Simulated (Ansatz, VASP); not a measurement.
**Al in VASP and in Ansatz**

```xyz
1
Lattice="-1.5900 1.5900 1.5900 1.5900 -1.5900 1.5900 1.5900 1.5900 -1.5900" Properties=species:S:1:pos:R:3 pbc="T T T"
Al    0.0000    0.0000    0.0000
```

This isn't the form of Al at room conditions, which is fcc.

Alike in both runs: functional BLYP; dispersion D3(BJ); k mesh 10 × 10 × 10; no spin polarisation.

Ansatz relaxed the structure, and its values are those at the end. VASP's run is a single point on that final structure, the one shown.

```csv
,VASP,Ansatz
version,VASP 6.6.1,Ansatz 0.2.0
potentials or method,"VASP PAW PBE potentials, release 64 (Al)","plane waves, PAW"
plane-wave cutoff (eV),520,420
occupations,"methfessel-paxton of order 1, width 0.15 eV","cold, width 0.15 eV"
valence electrons in the cell,3,3
```

```tsv
	VASP	Ansatz	Ansatz less VASP
pressure (GPa)	0.1	0.0	-0.16
dispersion energy (meV/atom)	-794.6	-794.6	-0.09
```

Caveats: the PAW data sets were made with another functional, which shifts forces and pressure a little (VASP); pairwise dispersion overbinds metals, which lowers pressure and volume.
